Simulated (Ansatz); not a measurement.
Input of an Ansatz 0.2.0 run:

Contents of input.yaml:

```yaml
crystal:
  lattice:
    - [0.0, 3.039, 3.039]
    - [3.039, 0.0, 3.039]
    - [3.039, 3.039, 0.0]
  atoms:
    - { symbol: Hg, position: [0.0, 0.0, 0.0] }
    - { symbol: Se, position: [0.75, 0.75, 0.75] }
kpoints:
  mp_grid: { grid: [8, 8, 8] }
scf:
  occupations: { method: fermi_dirac, width: 0.05 }
hamiltonian:
  xc: pbe
  pseudopotentials: { kind: all_electron, lapw: { basis_error: 0.001 } }
output:
  forces: true
  stress: true
  eigenvalues: true
  populations: true
```

Potentials or basis: all-electron LAPW, scalar-relativistic.

Launch:

```console
$ ansatz run input.yaml --threads 1 --pin off --max-ram 2560MiB --backend cpu --events-out ev --progress --plain --runs-dir out
```

Question: Predict the pressure.

Answer: 4.7 GPa.

Question: Predict the band gap on the k mesh.

Answer: None (metal or under the smearing width).

 Spin-orbit coupling is left out, which matters for the levels of Hg.
